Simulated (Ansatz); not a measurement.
**Moving the functional in TiCo**

Symmetry: Pm-3m, No. 221, cubic system. The conventional cell has a = 2.986 Å, b = 2.986 Å, c = 2.986 Å, α = 90.00°, β = 90.00°, γ = 90.00°. Co (site symmetry m-3m) has 8 Ti at 2.59 Å as nearest neighbours. Ti (site symmetry m-3m) has 8 Co at 2.59 Å as nearest neighbours.

The cell comes from a database or a generator and needn't be the stable form of this composition.

Kept alike: task band structure; k mesh 9 × 9 × 9; occupations fermi-dirac, width 0.05 eV; collinear spin, ferromagnetic start. Program: Ansatz, all-electron LAPW, scalar-relativistic. The mesh is that of the run's cell of 2 atoms. No spin-orbit coupling.

| run | pressure (GPa) | largest site moment (μB) |
| --- | --- | --- |
| A | -14.74 | 0.54 |
| B | -8.09 | 0.82 |
| C | -0.49 | 0.94 |

Pressure is positive in compression. For a metal such a mesh leaves the last digits unconverged. The runs hold the magnetic state that their start led to, which needn't be the lowest. Site moments count inside each atom's sphere or projector.

**Question.** The runs differ in the functional alone: LDA; PBE; PBEsol. Which run is which?

**Answer.** Run A is LDA; run B is PBEsol; run C is PBE. The pressure runs from -14.74 (LDA) to -0.49 GPa (PBE). From PBE: LDA -14.25; PBEsol -7.60. The largest site moment runs from 0.54 (LDA) to 0.94 μB (PBE). From PBE: LDA -0.40; PBEsol -0.12.
